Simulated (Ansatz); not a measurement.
The cell comes from COD entry 1523095, which wasn't checked; take it as a given geometry.

AlN: DFT, LDA, PAW with Ansatz's default frozen-core files, scalar-relativistic (Ansatz 0.2.0).

Command: `ansatz run input.yaml --threads 1 --pin off --max-ram 3072MiB --backend cpu --events-out ev --progress --plain --runs-dir out` The run took 13 s on 1 thread of Arm Neoverse V1 (shared host), peak memory 0.28 GiB.

```yaml
crystal:
  lattice:
    - [0.0, 1.978, 1.978]
    - [1.978, 0.0, 1.978]
    - [1.978, 1.978, 0.0]
  atoms:
    - { symbol: Al, position: [0.0, 0.0, 0.0] }
    - { symbol: "N", position: [0.5, 0.5, 0.5] }
kpoints:
  mp_grid: { grid: [10, 10, 10] }
  band_path:
    path:
      - [0.0, 0.0, 0.0]
      - [0.5, 0.0, 0.5]
      - [0.625, 0.25, 0.625]
      - [0.375, 0.375, 0.75]
      - [0.0, 0.0, 0.0]
      - [0.5, 0.5, 0.5]
      - [0.5, 0.25, 0.75]
      - [0.5, 0.0, 0.5]
    npoints: 14
scf:
  occupations: { method: fermi_dirac, width: 0.02 }
hamiltonian:
  xc: lda
  pseudopotentials: { kind: paw }
output:
  forces: true
  stress: true
  eigenvalues: true
  efg: { contact_densities: true }
  populations: true
  bader: true
  dos: { projected: true, de: 0.2, e_range: [-14, 8] }
  write_density: true
  write_potential: true
  elf: true
  volumetric_format: npy
```

Output:

```
Engine: ansatz 0.2.0
Pseudopotentials: kind: paw
Pseudopotential: Al, paw, valence charge 3, recommended cutoff 420 eV (normal)
Pseudopotential: N, paw, valence charge 5, recommended cutoff 420 eV (normal)
Functional definition: SPW92
  exchange = slater_x
  correlation = pw_c
Crystal: 2 atoms, lattice volume = 15.478 Å³
Basis set: ecut = 420 eV, 307 PW (Γ)
Bands: 8, of which v1, the nominal top of the filled ones, is band 4 counted from 1 (3 counted from 0)
Symmetry: 48 space group operations
Space group: Fm-3m (ITA 225), of the structure as read, at distance tolerance 2.5e-5 Å
k-points: 47 of 1000
Non-local potential: Al, projectors of the file, l = 0: 2, l = 1: 2, l = 2: 1
Non-local potential: N, projectors of the file, l = 0: 2, l = 1: 2, l = 2: 1
PAW form: soft (Blöchl's): semilocal exchange-correlation on the pseudo side does not see the compensation charge
PAW frozen core: Al, regenerated for the run's functional, and the local potential with it (the file was generated under x = pbe(κ = 0.804, μ = 0.2195149727645171), c = pbe(β = 0.06672455060314922))
PAW frozen core: N, regenerated for the run's functional, and the local potential with it (the file was generated under x = pbe(κ = 0.804, μ = 0.2195149727645171), c = pbe(β = 0.06672455060314922))
PAW one-centre angular grid: Al, 110 points (default); XC on 64 Gauss nodes
PAW one-centre angular grid: N, 110 points (default); XC on 64 Gauss nodes
Initial density: superposition of atomic densities (neutral atoms: chi_scale 0, normalization atom), corrected by the library's trained network
Initial wavefunctions: pseudopotential atomic-orbital guess
Functional: x = slater, c = lda
SCF iter   1: F=—  HF=-889.644209 eV  |F-HF|=—  |Δ(HF+E_count)|=         —  Δρ=1.07e-2  dr2=1.75e-2  ethr=1.77e-3  ⟨swp⟩=5.1  Hψ=2701  notcnv=0
preconditioner: auto → none  [insulator: Δε(μ)=4.931 eV  Ē_g=17.399 eV  σ=0.020 eV  W_gap=1.00  n_scr=0 (ndim 8)  ℏωp=26.7 eV  f_vac=0.000  D(μ)=0.00/eV (n_scr^D=0)  ε∞_Penn≈3.4]
SCF iter   2: F=—  HF=-889.638705 eV  |F-HF|=—  |Δ(HF+E_count)|=   5.50e-3  Δρ=4.75e-3  dr2=1.49e-3  ethr=2.18e-4  ⟨swp⟩=2.4  Hψ=989  notcnv=0
SCF iter   3: F=—  HF=-889.638200 eV  |F-HF|=—  |Δ(HF+E_count)|=   5.04e-4  Δρ=1.74e-3  dr2=1.67e-4  ethr=1.86e-5  ⟨swp⟩=2.4  Hψ=701  notcnv=0
SCF iter   4: F=—  HF=-889.638130 eV  |F-HF|=—  |Δ(HF+E_count)|=   7.06e-5  Δρ=1.66e-4  dr2=1.39e-6  ethr=2.09e-6  ⟨swp⟩=1.5  Hψ=438  notcnv=0
SCF iter   5: F=—  HF=-889.638132 eV  |F-HF|=—  |Δ(HF+E_count)|=   1.69e-6  Δρ=7.29e-6  dr2=1.98e-9  ethr=1.73e-8  ⟨swp⟩=2.2  Hψ=563  notcnv=0
SCF iter   6: F=-889.638132 eV  HF=-889.638132 eV  |F-HF|=4.79e-11  |Δ(HF+E_count)|=   1.58e-9  Δρ=1.06e-6  dr2=9.67e-11  ethr=2.48e-11  ⟨swp⟩=4.8  Hψ=1994  notcnv=0
SCF 1 converged in 6 iterations: F = -889.638132 eV  dr2 = 9.67e-11
  greatest PAW one-centre occupation: 0.781 electrons in one spin orbital (limit 2), on the N atom at site 1 (counted from 0), in its partial waves of l = 0
NSCF: frozen V_eff on 99 k-points
SCF converged after 6 iterations
Free energy (F): -889.638132 eV
Harris-Foulkes:  -889.638132 eV  (|F-HF|=4.79e-11)
Internal energy: -889.638132 eV  (E = F + TS)
E sigma→0 (E₀):  -889.638132 eV
Fermi energy:    14.431907 eV
--- Per-component energies (eV) ---
  E_band       = 42.556484
  E_kinetic    = 165.871530
  E_local      = -163.624209  (includes V_loc(G=0)·N_el)
  E_nonlocal   = 56.806517
  E_hartree    = 59.594935
  E_xc         = -103.082463
  E_vxc        = -110.849663  (∫ρ·V_xc dr)
  E_paw        = -562.134250  (= ΣΔE_a)
  E_vpaw       = -24.837756  (= ΣTr[D̂ρ^β])
  E_aug_tail   = 0.000092  (compensation charges beyond the density's cutoff)
  E_ewald      = -343.206044
  E_core_change = 0.135761  (= ΣΔE_core)
  E_smearing   = -0.000000  (= −TS)
  E_closure    = 0.000000  (closes the sum)
  Σ components = -889.638132   (vs F -889.638132, Δ=0.00e0)
--- Forces (eV/Å), atoms counted from 1 ---
  atom   1  Al    -0.00000000     0.00000000     0.00000000
  atom   2  N      0.00000000    -0.00000000     0.00000000
  max |Σ_I F_I| component: 1.02e-29 eV/Å
--- Stress (GPa, compression-positive) ---
       12.440158       0.000000       0.000000
       -0.000000      12.440158      -0.000000
        0.000000       0.000000      12.440158
  P = ⅓ Tr σ = 12.4402 GPa (124.402 kbar)
--- PAW observables at the nuclei: V_zz in 10²¹ V/m², potentials from the cell's mean, atoms counted from 1 ---
  atom   1  Al V_zz =    -0.000000   η = 0.0000   by run symmetry: forbidden
            electrostatic potential = -1235.756139 V   contact ρ = 9978.889543 e/Å³
  atom   2  N  V_zz =    +0.000000   η = 0.0000   by run symmetry: forbidden
            electrostatic potential = -521.452116 V   contact ρ = 1388.450886 e/Å³
--- Band table (eV; the first three rows and the last of 47) ---
  k-point 0: bands = ["-6.1106", "11.8979", "11.8979", "11.8979", "18.6240", "24.0663", "24.0663", "24.0663"]
  k-point 1: bands = ["-5.8906", "10.8833", "11.7579", "11.7579", "19.1801", "23.2179", "24.4012", "24.4012"]
  k-point 2: bands = ["-5.2483", "8.6676", "11.4221", "11.4221", "19.5656", "22.9845", "24.7397", "24.7397"]
  k-point 46: bands = ["-1.2431", "5.1933", "6.5286", "7.8762", "20.0305", "21.2864", "24.2531", "25.4050"]
--- Löwdin populations: 2 sites ---
  site symbol       q [e]
     0     Al      1.9089
     1      N      6.0113
  spilling = 0.009978 (of n_electrons = 8.000000)
--- Bader charges: 2 sites ---
  site symbol  charge [e]  shift [e]
     0     Al      2.4751     0.0010
     1      N     -2.4751     0.0010
  estimated error of the sums over rays = 3.4e-4 e
```

populations.tsv:

```
# site	symbol	l	j	q
# orbitals = lowdin
# n_electrons = 8.000000
# spilling = 0.009978
0	Al	0_3S	-	0.465970
0	Al	1_3P	-	1.442908
1	N	0_2S	-	1.368084
1	N	1_2P	-	4.643215
```

bader_charges.tsv:

```
# site	symbol	x_ang	y_ang	z_ang	partial_charge_e	electrons	volume_ang3	relative_density_drop	shared_charge_e	partial_wave_shift_e
# quadrature_error_electrons = 3.4e-4
0	Al	0.0000	0.0000	0.0000	2.47508	10.52492	3.20	-	2.47508	0.00099
1	N	1.9780	1.9780	1.9780	-2.47508	9.47508	12.28	-	-2.47508	0.00099
```
